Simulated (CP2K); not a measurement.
Crystal: CaF2 (Fluorite).

```
CELL_PARAMETERS angstrom
3.86222 0.00000 0.00000
1.93111 3.34478 0.00000
1.93111 1.11493 3.15349
ATOMIC_POSITIONS crystal
Ca 0.00000 0.00000 0.00000
F 0.75000 0.75000 0.75000
F 0.25000 0.25000 0.25000
```

Program: CP2K 2026.2. Alike in all runs: task band structure; no spin polarisation; cell as given; k mesh 8 × 8 × 8; smearing fermi-dirac 0.01 eV.

**Question.** Order these runs on this cell by their band gap on the k mesh, lowest first.
A. level PBE; potentials or basis POTENTIAL_UZH Ca GTH-PBE-q10, F GTH-PBE-q7; TZVP-MOLOPT-PBE-GTH basis; EPS_DEFAULT 1.0E-10; NGRIDS 4; points a segment of the path (NPOINTS) 8; bands added on the path 4; CUTOFF of the grids 750 Ry
B. level LDA; potentials or basis GTH_POTENTIALS Ca GTH-PADE-q10, F GTH-PADE-q7; TZVP-MOLOPT-PBE-GTH basis; EPS_DEFAULT 1.0E-9; NGRIDS 5; points a segment of the path (NPOINTS) 10; bands added on the path 6; CUTOFF of the grids 750 Ry
C. level r2SCAN; potentials or basis POTENTIAL_UZH Ca GTH-SCAN-q10, F GTH-SCAN-q7; TZVP-MOLOPT-SCAN-GTH basis; EPS_DEFAULT 1.0E-10; NGRIDS 4; points a segment of the path (NPOINTS) 8; bands added on the path 2; CUTOFF of the grids 1100 Ry
D. level TB-mBJ; potentials or basis POTENTIAL_UZH Ca GTH-PBE-q10, F GTH-PBE-q7; TZVP-MOLOPT-PBE-GTH basis; EPS_DEFAULT 1.0E-9; NGRIDS 4; points a segment of the path (NPOINTS) 10; bands added on the path 6; CUTOFF of the grids 1100 Ry

**Answer.** B (6.89 eV), A (7.25 eV), C (7.94 eV), D (8.21 eV).

Caveats: the basis of atomic orbitals isn't converged, which shifts pressures, moduli and gaps; this is a model potential without an energy functional, so only levels have meaning (some runs).

